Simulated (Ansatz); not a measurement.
NaF with two functionals, F → I

Take NaF in the rock salt structure (space group Fm-3m, No. 225; a = 4.7016 Å) as the base.

(Cell as relaxed with PBE.)

Levels (all Ansatz, an electronic-structure program, PAW): PBE (420 eV, scalar-relativistic without spin-orbit coupling); PBEsol (420 eV, spin-orbit coupling left out).

Each level relaxes its own structure.

```tsv
base	PBE	PBEsol
volume per atom	12.99 Å³	12.40 Å³
lattice parameter a	4.702 Å	4.629 Å
band gap	6.09 eV	6.20 eV
```

It is then changed as follows: every F is replaced by I; the structure is relaxed again.

```tsv
quantity	PBE	PBEsol
hole mass (degenerate bands, along [100])	0.39, 1.7, 1.7 mₑ (at Γ)	[?]
shift of the gap caused by the change	-2.51 eV	[?]
lattice parameter a	6.528 Å	[?]
electron mass	0.27 mₑ (at Γ)	[?]
```

Q: Given the PBE results, estimate those of PBEsol.

A: 
- hole mass (degenerate bands, along [100]), PBEsol: 0.36, 1.5, 1.5 mₑ (at Γ)
- shift of the gap caused by the change, PBEsol: -2.60 eV
- lattice parameter a, PBEsol: 6.402 Å
- electron mass, PBEsol: 0.26 mₑ (at Γ)

PBE's shift of the gap caused by the change lies 0.09 eV above PBEsol's; PBE's lattice parameter a lies 0.126 Å above PBEsol's (2.0 %). Neither level is exact; PBEsol is the comparison here, not a measurement.

Spin-orbit coupling, missing from the scalar runs, can matter with I. Masses are band curvatures over ±0.01 Å⁻¹ around the edge. Stability against distortions was not tested.
